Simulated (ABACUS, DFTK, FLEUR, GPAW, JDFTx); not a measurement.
## Equation of state of KTaO3 under PBEsol

```yaml
crystal:
  lattice:
    - [3.98830, 0.00000, 0.00000]
    - [0.00000, 3.98830, 0.00000]
    - [0.00000, 0.00000, 3.98830]
  atoms:
    - { symbol: Ta, position: [0.00000, 0.00000, 0.00000] }
    - { symbol: K, position: [0.50000, 0.50000, 0.50000] }
    - { symbol: O, position: [0.00000, 0.00000, 0.50000] }
    - { symbol: O, position: [0.00000, 0.50000, 0.00000] }
    - { symbol: O, position: [0.50000, 0.00000, 0.00000] }
```

The cell was scaled at fixed shape and fractions and run with ABACUS, PseudoDojo NC SR 0.4.1 PBEsol standard, plane waves, cutoff 1143 eV; PBEsol, k mesh 7 × 7 × 7 on the cell of 5 atoms, fermi-dirac occupations of 0.05 eV, no spin polarisation, no spin-orbit coupling. Energies are those that the program minimises, any entropy of the smearing included.

```tsv
V (Å³/atom)	energy over the lowest row (meV/atom)
11.9267	23.30
12.1805	8.08
12.4342	?
12.6880	0.00
12.9418	5.62
13.1955	16.80
13.4493	32.94
```

**Question.** Fit the third-order Birch-Murnaghan form, give V0, B0 and B′, and predict the energy left open.

**Answer.** With y = (V0/V)^(2/3), E = E0 + (9 V0 B0/16) [(y - 1)³ B′ + (y - 1)² (6 - 4y)]. Least squares through the rows shown give V0 = 12.5825 Å³/atom, E0 = -0.55 meV, B0 = 202.9 GPa (1 eV/Å³ = 160.218 GPa) and B′ = 4.46, with a largest miss of 0.01 meV. At V = 12.4342 the form with these constants gives 0.58 meV; the run gave 0.58 meV an atom. Other set-ups at this level, from all their volumes (Å³/atom, GPa): DFTK, PseudoDojo SR PBEsol 0.4.1 standard (PBEsol): V0 12.583, B0 202.9; FLEUR, all-electron, FLAPW: V0 12.662, B0 200.9; GPAW, PAW data sets generated for this functional: V0 12.691, B0 201.7; JDFTx, PseudoDojo-SR-PBEsol-0.4.1-standard with smoothed tails: V0 12.583, B0 202.9. Measured volume: 12.69 Å³/atom (a printed reference work), so the fit lies -0.8 % from it. The runs are for a static lattice.
